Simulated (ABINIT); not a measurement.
## HfC: single point with PBE

The system is HfC.

```
Hf C
1.0
     0.00000    2.32500    2.32500
     2.32500    0.00000    2.32500
     2.32500    2.32500    0.00000
Hf C
1 1
Cartesian
  2.3250 2.3250 2.3250
  0.0000 0.0000 0.0000
```

```yaml
Program: ABINIT 10.8.3 (patched build)
Task: single point
Functional: PBE
Potentials_or_basis: PseudoDojo NC SR PBE v0.4.1 standard
Cutoff: 844 eV
k_mesh: 8 × 8 × 8
Occupations: fermi-dirac, width 0.05 eV
Spin: no spin polarisation
```

- Band gap on the k mesh: none (metal or under the smearing width)
- Valence electrons inside the program's atomic spheres: Hf 8.44; C 3.91

Levels at points of the mesh, in eV from the Fermi level:
```tsv
k point	band 6	band 7	band 8	band 9	band 10	band 11
(0.00, 0.00, 0.00)	1.09	1.09	1.09	1.47	1.47	1.47
(0.50, 0.00, 0.00)	-6.08	-2.92	-2.92	5.40	5.40	5.85
(0.50, 0.50, 0.00)	-2.53	-1.69	-0.02	-0.02	5.39	6.82
```

It took 14 s on 1 thread of Arm Neoverse V2, with other jobs on the host, peak memory 0.06 GiB.

 The run has no spin-orbit coupling, so splittings on Hf are missing.
